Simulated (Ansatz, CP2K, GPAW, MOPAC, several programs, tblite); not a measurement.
Many methods on one cell: GaS (P6_3/mmc)

An 8-atom cell of GaS started from a crystallographic database, relaxed with r2SCAN+rVV10 in Ansatz, was computed with several methods. Space group P6_3/mmc (No. 194), hexagonal; conventional cell a = 3.580 Å, c = 15.563 Å, 21.59 Å³ an atom. Around Ga lie 3 S at 2.33 Å and 1 Ga at 2.44 Å; around S lie 3 Ga at 2.33 Å. The values are computed, spin-unpolarised, and not measurements.

```yaml
crystal:
  lattice:
    - [3.57951, 0.00000, 0.00000]
    - [-1.78975, 3.09994, 0.00000]
    - [0.00000, 0.00000, 15.56312]
  atoms:
    - { symbol: Ga, position: [0.33333, 0.66667, 0.17170] }
    - { symbol: Ga, position: [0.66667, 0.33333, 0.67170] }
    - { symbol: Ga, position: [0.33333, 0.66667, 0.32830] }
    - { symbol: Ga, position: [0.66667, 0.33333, 0.82830] }
    - { symbol: S, position: [0.33333, 0.66667, 0.60286] }
    - { symbol: S, position: [0.66667, 0.33333, 0.10286] }
    - { symbol: S, position: [0.33333, 0.66667, 0.89714] }
    - { symbol: S, position: [0.66667, 0.33333, 0.39714] }
```

Gaps and times are for a single point on this cell; volume and bulk modulus come from each method's own relaxation or energy curve at fixed shape, which is too stiff where a cell has free coordinates or axes. Times are rough, from shared hosts (Arm Neoverse V2), and each method has its own mesh and cell size. A double dagger marks a value from a curve with shape and coordinates held. A star marks a curve whose lowest point is an end point. PM6 (MOPAC), PM7 (MOPAC), GFN1-xTB (tblite), GFN2-xTB (tblite) treat a cluster of cells at its zone centre, which samples few k points: where these miss a band edge, the gap comes out too large for that reason alone. Gaps from k meshes are read at a limited set of points (mesh, symmetry points, PBE's band edges), so each method's own least gap may be somewhat smaller. xTB and the PM methods were fitted mostly to molecules, and can miss a solid's gap by electronvolts. Minimal bases can be far off for gaps. Curves at held shape can't give the bulk modulus of a layered or molecular crystal, so none is listed. GLLB-SC's gap includes the derivative discontinuity. d marks a direct gap, i an indirect one (no mark: not told apart), a dash a value that wasn't computed or didn't pass its checks.

```csv
method,kind,gap (eV),own volume (Å³/atom),bulk modulus (GPa),atoms computed,processor time
light PBE (260 eV and a coarse mesh),light plane-wave,1.62 i,–,–,8,2.4 s
GFN1-xTB (tblite),tight binding,0.98,23.73*‡,–,72,5.2 s
GFN2-xTB (tblite),tight binding,2.70,–,–,72,5.8 s
PM7 (MOPAC),semi-empirical,6.60,22.22‡,–,72,12 s
PM6 (MOPAC),semi-empirical,4.49,–,–,72,14 s
PBE,semilocal,1.62 i,–,–,8,16 s
PBE/SZV (CP2K),small basis,1.40 d,–,–,8,18 s
r2SCAN,semilocal,1.91 i,–,–,8,33 s
PBE/DZVP (CP2K),small basis,1.61 i,22.65‡,–,8,48 s
GLLB-SC (GPAW),model potential,2.70,–,–,8,78 s
```

Against r2SCAN (1.91 eV) and with closed or daggered gaps left aside, the nearest gap at the points sampled is that of light PBE (260 eV and a coarse mesh) (-0.29 eV) and the farthest that of PM7 (MOPAC) (+4.69 eV). r2SCAN is only a yardstick of convenience: semilocal gaps usually lie below measured ones, which GLLB-SC and hybrids aim to mend.
